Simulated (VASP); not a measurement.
# BN (Qingsongite) (F-43m) in VASP: a series of runs

The runs below take BN (Qingsongite) through single point, with LDA.

All numbers are computed with VASP 6.6.1; they aren't measurements. Logs are shortened: lines on timing, memory, paths and dates and some standing lists are left out, and cuts for length are marked.

**The experiment to reproduce.**

From a printed reference work, monograph, for a bulk crystal of BN at 300 K: band gap 6.4 eV (indirect).

The results are compared with them further down.

### 1 The cell of the first run

It takes space group F-43m (No. 216, cubic). Conventional cell: a = 3.541 Å, b = 3.541 Å, c = 3.541 Å, α = 90.00°, β = 90.00°, γ = 90.00°. B (site symmetry -43m) has 4 N at 1.53 Å within 2.0 Å. Within 2.0 Å of N (site symmetry -43m) lie 4 B at 1.53 Å.

### 2 Single point, LDA

INCAR

```
PREC = Accurate ; ENCUT = 600
EDIFF = 1E-6 ; ISMEAR = -1
SIGMA = 0.1 ; LREAL = F
LASPH = T ; NELM = 120
ALGO = Normal ; ISIF = 2
LWAVE = F ; LCHARG = F
GGA = CA ; NBANDS = 11
GGA_COMPAT = F
```

KPOINTS

```
regular mesh
0
Gamma
  8 8 8
```

POSCAR

```
BN
1.0
    0.0000000000      1.7706018915      1.7706018915
    1.7706018915      0.0000000000      1.7706018915
    1.7706018915      1.7706018915      0.0000000000
B N
1 1
Direct
    0.0000000000      0.0000000000      0.0000000000
    0.2500000000      0.2500000000      0.2500000000
```

Potentials or basis: VASP PAW LDA potentials, release 64 (B, N).

Started as:

```sh
$ cat potpaw_LDA.64/B/POTCAR potpaw_LDA.64/N/POTCAR > POTCAR
$ mpirun -np 1 vasp_std > vasp.out
```

OUTCAR:

```text
PREC = Accurate
   ENCUT = 600
   EDIFF = 1E-6
   ISMEAR = -1
   LREAL = F
   LASPH = T
   NELM = 120
   ISIF = 2
   GGA = CA

 ion  position               nearest neighbor table
   1  0.000  0.000  0.000-   2 1.53   2 1.53   2 1.53   2 1.53
   2  0.250  0.250  0.250-   1 1.53   1 1.53   1 1.53   1 1.53

  LATTYP: Found a face centered cubic cell.
 ALAT       =     3.5412037830

  Lattice vectors:

 A1 = (   0.0000000000,   1.7706018915,   1.7706018915)
 A2 = (   1.7706018915,   0.0000000000,   1.7706018915)
 A3 = (   1.7706018915,   1.7706018915,   0.0000000000)

Analysis of symmetry for initial positions (statically):
=====================================================================
 Subroutine PRICEL returns:
 Original cell was already a primitive cell.

 Routine SETGRP: Setting up the symmetry group for a
 face centered cubic supercell.

 Subroutine GETGRP returns: Found 24 space group operations
 (whereof 24 operations were pure point group operations)
 out of a pool of 48 trial point group operations.

The static configuration has the point symmetry T_d .

Analysis of symmetry for dynamics (positions and initial velocities):
=====================================================================
 Subroutine PRICEL returns:
 Original cell was already a primitive cell.

 Routine SETGRP: Setting up the symmetry group for a
 face centered cubic supercell.

 Subroutine GETGRP returns: Found 24 space group operations
 (whereof 24 operations were pure point group operations)
 out of a pool of 48 trial point group operations.

The dynamic configuration has the point symmetry T_d .

 Subroutine INISYM returns: Found 24 space group operations
 (whereof 24 operations are pure point group operations),
 and found     1 'primitive' translations

----------------------------------------------------------------------------------------

                                     Primitive cell

  volume of cell :      11.1018

  direct lattice vectors                    reciprocal lattice vectors
     0.000000000  1.770601891  1.770601891    -0.282389849  0.282389849  0.282389849
     1.770601891  0.000000000  1.770601891     0.282389849 -0.282389849  0.282389849
     1.770601891  1.770601891  0.000000000     0.282389849  0.282389849 -0.282389849

  length of vectors
[... 85 lines left out ...]
   NSW    =      0    number of steps for IOM
   IBRION =     -1    ionic relax: 0-MD 1-quasi-New 2-CG
   NFREE  =      0    steps in history (QN), initial steepest desc. (CG)
   ISIF   =      2    stress and relaxation
   ISYM   =      2    0-nonsym 1-usesym 2-fastsym
   POTIM  = 0.5000    time-step for ionic-motion
   TEBEG  =    0.0;   TEEND  =   0.0 temperature during run
   PSTRESS=    0.0 pullay stress
   NELECT =       8.0000    total number of electrons
   NUPDOWN=      -1.0000    fix difference up-down
   EMIN   =  10.00;   EMAX   =-10.00  energy-range for DOS
   EFERMI =   0.00;   METHOD = LEGACY
   ISMEAR =    -1;   SIGMA  =   0.10  broadening in eV -4-tet -1-fermi 0-gaus
   EFERMI_NEDOS =   21; number of points for ismear=-14 and -15
   IALGO  =     38    algorithm
   IMIX   =      4    mixing-type and parameters
     AMIX     =   0.40;   BMIX     =  1.00
     AMIX_MAG =   1.60;   BMIX_MAG =  1.00
  volume/ion in A,a.u.               =       5.55        37.46
  Fermi-wavevector in a.u.,A,eV,Ry     =   1.467711  2.773572 29.309341  2.154176
  Thomas-Fermi vector in A             =   2.583296
   LORBIT       =      0    0 simple, 1 ext, 2 COOP (PROOUT), +10 PAW based schemes
   GGA     = CA    functional components
   LHFCALC =     F    Hartree Fock is set to
   AEXX    =    0.0000 exact exchange contribution
   IVDW    =     0    specifies the selected vdW correction
   LEPSILON=     F    determine dielectric tensor
   LRPA    =     F    only Hartree local field effects (RPA)
 non-spin polarized calculation
  energy-cutoff  :      600.00
  volume of cell :       11.10
 maximum number of plane-waves:       388
   NGX =  9   NGY =  9   NGZ =  9

 number of electron       7.9999999 magnetization

 Free energy of the ion-electron system (eV)
  ---------------------------------------------------
  ext. energy  EPLUGINS =         0.00000000
  ---------------------------------------------------
  free energy    TOTEN  =       -19.39690198 eV

  energy without entropy =      -19.39690198  energy(sigma->0) =      -19.39690198

 E-fermi :  10.0652     XC(G=0): -13.4048

 val. band max:        8.1827192950   @ k =   0.0000   0.0000   0.0000
 cond. band min:      12.5968094209   @ k =   0.5000   0.5000   0.0000
 fundamental gap:      4.4140901260
 Fermi energy:        10.0651930183

 k-point     1 :       0.0000    0.0000    0.0000
  band No.  band energies     occupation
      1     -12.6048      2.00000
      2       8.1827      2.00000
      3       8.1827      2.00000
      4       8.1827      2.00000
      5      17.1580      0.00000
      6      17.1580      0.00000
      7      17.1580      0.00000
      8      19.6450      0.00000
      9      33.8580      0.00000
     10      36.7433      0.00000
     11      36.7433      0.00000
[... 309 lines left out ...]
 k-point    24 :      -0.3750    0.2500    0.1250
  band No.  band energies     occupation
      1      -7.2628      2.00000
      2      -2.0685      2.00000
      3       3.1398      2.00000
      4       4.4823      2.00000
      5      17.8545      0.00000
      6      19.8874      0.00000
      7      23.3193      0.00000
      8      24.6124      0.00000
      9      28.0197      0.00000
     10      34.8510      0.00000
     11      36.5081      0.00000

 [... further k-points ...]

------------------------ aborting loop because EDIFF is reached ----------------------------------------

  FORCE on cell =-STRESS in cart. coord.  units (eV):
  Direction    XX          YY          ZZ          XY          YZ          ZX
  --------------------------------------------------------------------------------------
  -------------------------------------------------------------------------------------
  Total        1.0426700      1.0426700      1.0426700     -0.0000000      0.0000000     -0.0000000
  in kB      150.4751133    150.4751133    150.4751133     -0.0000000      0.0000000     -0.0000000
  external PRESSURE =     150.4751133 kB  Pullay stress =       0.0000000 kB

 VOLUME and BASIS-vectors are now :
 -----------------------------------------------------------------------------
  energy-cutoff  :      600.00
  volume of cell :       11.10
      direct lattice vectors                 reciprocal lattice vectors
     0.000000000  1.770601891  1.770601891    -0.282389849  0.282389849  0.282389849
     1.770601891  0.000000000  1.770601891     0.282389849 -0.282389849  0.282389849
     1.770601891  1.770601891  0.000000000     0.282389849  0.282389849 -0.282389849

 POSITION                                       TOTAL-FORCE (eV/Angst)
 -----------------------------------------------------------------------------------
      0.00000      0.00000      0.00000        -0.000000     -0.000000      0.000000
      0.88530      0.88530      0.88530         0.000000      0.000000     -0.000000
 -----------------------------------------------------------------------------------
    total drift:                               -0.000000     -0.000000     -0.000000

  FREE ENERGIE OF THE ION-ELECTRON SYSTEM (eV)
  ---------------------------------------------------
  free  energy   TOTEN  =       -19.3969019783 eV

  energy  without entropy=      -19.3969019781  energy(sigma->0) =      -19.39690198
```

It took 3.3 s on 1 thread of Intel Xeon Platinum 8488C (Sapphire Rapids), shared host; peak memory 0.11 GiB.

Results:

| Quantity | Value |
| --- | --- |
| Free energy | -19.3969 eV |
| Pressure | 15.0 GPa |
| Band gap on the k mesh | 4.41 eV, indirect (least direct gap 8.98 eV) |

A k mesh can miss the band edges. A hybrid or GW would open this gap; LDA tends to underestimate it.

### 3 Single point, LDA

This run uses another cell than the first one, of 5.67 Å³/atom, 1.021 times its volume.

INCAR

```
SYSTEM = BN
PREC     = Accurate       ! precision mode
ENCUT    = 600            ! plane-wave cutoff, eV
EDIFF    = 1E-6           ! SCF threshold, eV
ISMEAR   = -1             ! smearing method
SIGMA    = 0.1            ! smearing width, eV
LREAL    = .FALSE.        ! projectors in reciprocal space
LASPH    = .TRUE.         ! aspherical terms in the spheres
NELM     = 120            ! most SCF steps
ALGO     = Normal         ! electronic algorithm
ISIF     = 2              ! what is computed and relaxed
LWAVE    = .FALSE.        ! write WAVECAR
LCHARG   = .FALSE.        ! write CHGCAR
GGA      = CA             ! functional
NBANDS   = 11             ! bands
GGA_COMPAT= .FALSE.
```

KPOINTS

```
Automatic mesh
0
G
  8 8 8
  0 0 0
```

POSCAR

```
BN
1.0
    0.0000000000      1.7830713297      1.7830713297
    1.7830713297      0.0000000000      1.7830713297
    1.7830713297      1.7830713297      0.0000000000
B N
1 1
Direct
    0.0000000000      0.0000000000      0.0000000000
    0.2500000000      0.2500000000      0.2500000000
```

Potentials or basis: VASP PAW LDA potentials, release 64 (B, N).

Started as:

```sh
$ cat potpaw_LDA.64/B/POTCAR potpaw_LDA.64/N/POTCAR > POTCAR
$ mpirun -np 1 vasp_std > vasp.out
```

It took 2.8 s on 1 thread of Intel Xeon Platinum 8488C (Sapphire Rapids), shared host; peak memory 0.11 GiB.

The run converged. Its results:

```yaml
Free_energy: -19.4129 eV
Pressure: 5.8 GPa
Band_gap_on_the_k_mesh: 4.39 eV, indirect (least direct gap 8.88 eV)
```

Levels at points of the mesh, in eV from the valence-band top:
```
           k point  band 2  band 3  band 4  band 5  band 6  band 7
(0.00, 0.00, 0.00)    0.00    0.00    0.00    8.88    8.88    8.88
(0.50, 0.00, 0.00)  -11.09   -2.03   -2.03   10.75   10.79   10.79
(0.50, 0.50, 0.00)   -9.15   -5.13   -5.13    4.39    9.37   18.33
```

### 4 Single point, LDA

This run uses another cell than the first one, of 5.79 Å³/atom, 1.043 times its volume.

INCAR is that of step 3.

KPOINTS

```
regular mesh
0
G
  8 8 8
  0 0 0
```

POSCAR

```
BN
1.0
    0.0000000000      1.7953687620      1.7953687620
    1.7953687620      0.0000000000      1.7953687620
    1.7953687620      1.7953687620      0.0000000000
B N
1 1
Direct
    0.0000000000      0.0000000000      0.0000000000
    0.2500000000      0.2500000000      0.2500000000
```

Started as:

```sh
$ cat potpaw_LDA.64/B/POTCAR potpaw_LDA.64/N/POTCAR > POTCAR
$ mpirun -np 1 vasp_std > vasp.out
```

Run time: 3.9 s. Hardware: 1 thread of Intel Xeon Platinum 8488C (Sapphire Rapids), shared host; peak memory 0.11 GiB.

The run converged. Its results:

| Property | Result |
| --- | --- |
| Free energy | -19.4157 eV |
| Pressure | -2.6 GPa |
| Band gap on the k mesh | 4.37 eV, indirect (least direct gap 8.78 eV) |

Levels at points of the mesh, in eV from the valence-band top:
```csv
k point,band 1,band 2,band 3,band 4,band 5,band 6,band 7,band 8
"(0.00, 0.00, 0.00)",-20.30,0.00,0.00,0.00,8.78,8.78,8.78,10.77
"(0.50, 0.00, 0.00)",-15.92,-10.90,-1.99,-1.99,10.48,10.68,10.68,15.22
"(0.50, 0.50, 0.00)",-14.52,-9.02,-5.03,-5.03,4.37,9.26,18.01,18.01
```

### 5 Overview

```tsv
cell	gap on the mesh (eV)	pressure (GPa)
a = 2.504 Å, angles 60.0°, 2 atoms	4.41	15.0
a = 2.522 Å, angles 60.0°, 2 atoms	4.39	5.8
a = 2.539 Å, angles 60.0°, 2 atoms	4.37	-2.6
```

Alike in all rows: task single point; level LDA; potentials or basis VASP PAW LDA potentials, release 64 (B, N); no spin polarisation; k mesh 8 × 8 × 8; cutoff (eV) 600; smearing fermi-dirac 0.1 eV.

Absolute energies hang on the potentials; compare differences alone.

### 6 How close it comes

Step 4. Against the measured gap of BN, 6.4 eV (indirect; 300 K; a printed reference work, monograph), the calculated 4.37 eV is off by -2.03 eV. The value is that of LDA on a finite k mesh, which can miss the band edges, without temperature or zero-point motion. Semilocal functionals fall short of measured gaps as a rule.
